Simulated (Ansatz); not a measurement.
Ionic part of the dielectric constant of GaN, mode by mode

Computed with DFT PBE, scalar-relativistic, plane waves, PAW in Ansatz 0.2.0. Settings: 420 eV plane-wave cutoff, Γ-centred 12×12×2 mesh, fixed occupations. No spin polarisation. Phonons by linear response, acoustic sum rule imposed.

Space group P6_3mc (No. 186), hexagonal, a = 3.217 Å, c = 15.748 Å. Around Ga on its first site lie 4 N at 1.97 Å; around Ga on its second site lie 4 N at 1.97 Å; Ga on its third site is surrounded by 4 N at 1.97 Å; N on its first site has 4 Ga at 1.97 Å; around N on its second site lie 4 Ga at 1.97 Å; around N on its third site lie 4 Ga at 1.97 Å.

It was reached by relaxing an invented guess, and it needn't be the stable form of this composition.

The primitive cell has V = 141.12 Å³ and ε∞,xx = 6.092. Each polar mode adds Δε = (4.92064×10⁷/V)·S/ν² along x, with S its oscillator strength in e²/amu, ν in cm⁻¹ and V in Å³.

Q: From these modes, find each Δε and ε0,xx.
```tsv
ν (cm⁻¹)	S_xx (e²/amu)
121.87	0.00011
518.85	3.606
529.51	0.051
536.18	0.0043
```

A:
```
ν (cm⁻¹)    Δε
  121.87  0.00
  518.85  4.67
  529.51  0.06
  536.18  0.01
```

The sum is 4.74, so ε0,xx = 10.83; the run's tensor has 10.83.

The modes are given without the long-range field that lifts LO modes in polar crystals.
